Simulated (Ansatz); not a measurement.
## MgO in Ansatz: convergence with basis error

Input of the first run (basis error 0.03 eV/atom); the others differ in this setting and in those tied to it:

Contents of input.yaml:

```yaml
crystal:
  lattice:
    - [0.0, 2.0970013927, 2.0970013927]
    - [2.0970013927, 0.0, 2.0970013927]
    - [2.0970013927, 2.0970013927, 0.0]
  atoms:
    - { symbol: Mg, position: [0.0, 0.0, 0.0] }
    - { symbol: O, position: [0.5, 0.5, 0.5] }
kpoints:
  mp_grid: { grid: [11, 11, 11] }
scf:
  occupations: { method: fermi_dirac, width: 0.05 }
hamiltonian:
  xc: lda
  pseudopotentials: { kind: all_electron, lapw: { basis_error: 0.03 } }
output:
  forces: true
  stress: true
  eigenvalues: true
```

Potentials or basis: all-electron LAPW, scalar-relativistic.

Command:

```console
$ ansatz run input.yaml --threads 1 --pin off --max-ram 3072MiB --backend cpu --events-out ev --progress --plain --runs-dir out
```

The cell is a database's computed one.

Hardware: 1 thread of Intel(R) Xeon(R) 6975P-C (Granite Rapids), with other jobs on the host.

Question: The values tried are 0.03 eV/atom, 0.01 eV/atom, 0.003 eV/atom, 0.001 eV/atom, 0.0003 eV/atom, 0.0001 eV/atom, loosest first. From which on does the energy stay within 1 meV/atom of the tightest run that finished?

Answer: From 0.003 eV/atom on.

```tsv
basis error	energy less the tightest run, at zero smearing (meV/atom)	pressure (GPa)	SCF cycles	CPU time (s)	peak memory (GiB)
0.03 eV/atom	8.88	-3.73	7	1.5	0.26
0.01 eV/atom	2.90	-3.82	7	2.1	0.26
0.003 eV/atom	0.86	-3.85	7	2.4	0.28
0.001 eV/atom	0.26	-3.85	7	3.1	0.31
0.0003 eV/atom	0.06	-3.86	7	3.9	0.34
0.0001 eV/atom	0.00	-3.86	7	5.4	0.36
```

Against the tightest run, the pressure stays within 0.1 GPa from 0.01 eV/atom on. The tightest run that finished is the yardstick and may itself not be fully converged.

The runs don't all hold the same shells in valence.
